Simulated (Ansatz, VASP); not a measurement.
# GaN: VASP beside Ansatz

```
Ga N
1.0
     3.23032    0.00000    0.00000
    -1.61516    2.79754    0.00000
     0.00000    0.00000    5.02986
Ga N
2 2
Direct
  0.33333 0.66667 0.99919
  0.66667 0.33333 0.49919
  0.33333 0.66667 0.37581
  0.66667 0.33333 0.87581
```

Change from the starting cell: strain +0.015 along x and y, -0.030 along z, atoms carried along.

Alike in both runs: task single point; functional PBEsol; k mesh 12 × 12 × 6; occupations gaussian, width 0.05 eV; no spin polarisation.

```csv
,VASP,Ansatz
version,VASP 6.6.1,Ansatz 0.2.0
potentials or method,"VASP PAW PBE potentials, release 64 (Ga_d, N)","scalar-relativistic, plane waves, PAW"
plane-wave cutoff (eV),520,420
valence electrons in the cell,36,36
```

|  | VASP | Ansatz | Ansatz less VASP |
| --- | --- | --- | --- |
| gap on the k mesh at the Fermi level (eV) | 1.90 | 1.88 | -0.019 |
| least direct gap on the mesh (eV) | 1.90 | 1.88 | -0.019 |
| pressure (GPa) | 0.5 | 0.7 | +0.20 |
| largest component of the traceless stress (GPa) | 12.02 | 12.03 | +0.003 |
| rms of the force components (eV/Å) | 0.318 | 0.325 | +0.0076 |

Atom by atom the forces differ by 0.008 eV/Å (rms over components).

Caveats: the PAW data sets were made with another functional, which shifts forces and pressure a little (VASP).
